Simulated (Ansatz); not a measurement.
## ZrO₂: all-electron results

```xyz
3
Lattice="0.0000 2.5350 2.5350 2.5350 0.0000 2.5350 2.5350 2.5350 0.0000" Properties=species:S:1:pos:R:3 pbc="T T T"
Zr    0.0000    0.0000    0.0000
O     1.2675    1.2675    1.2675
O     3.8025    3.8025    3.8025
```

Atom numbers follow the list: Zr1, O2, O3.

The cell comes from COD entry 9009051, which wasn't checked; take it as a given geometry. It differs from other determinations.

All numbers are computed: DFT, PBE, all-electron LAPW, scalar-relativistic (Ansatz 0.2.0); DFT, PBE, PAW with Ansatz's default frozen-core files, scalar-relativistic (Ansatz 0.2.0).

For LAPW: a Γ-centred 9×9×9 k mesh, Fermi–Dirac smearing of 0.03 eV, basis error target 1 meV/atom, no spin polarisation. PAW takes a cutoff of 420 eV at this cell. The Ansatz runs share mesh, smearing and spin set-up. Values come from LAPW unless marked.

- Band gap: 3.39 eV, indirect from X (0.5, 0, 0.5) to Γ
- Löwdin charges (with 0.09 e of the cell spilling out of the atomic basis, so their sizes and signs hang on that basis): Zr1 1.49, O2 -0.70 e
- Volume per atom: 73.3 bohr³

Give the computed value. Pressure at this cell.

6.75 GPa.

Predict this quantity. Bader charges (from the PAW run).

Zr1 +2.63, O2 -1.32 e.

Smallest direct gap on the path: what does the calculation give?

3.84 eV.
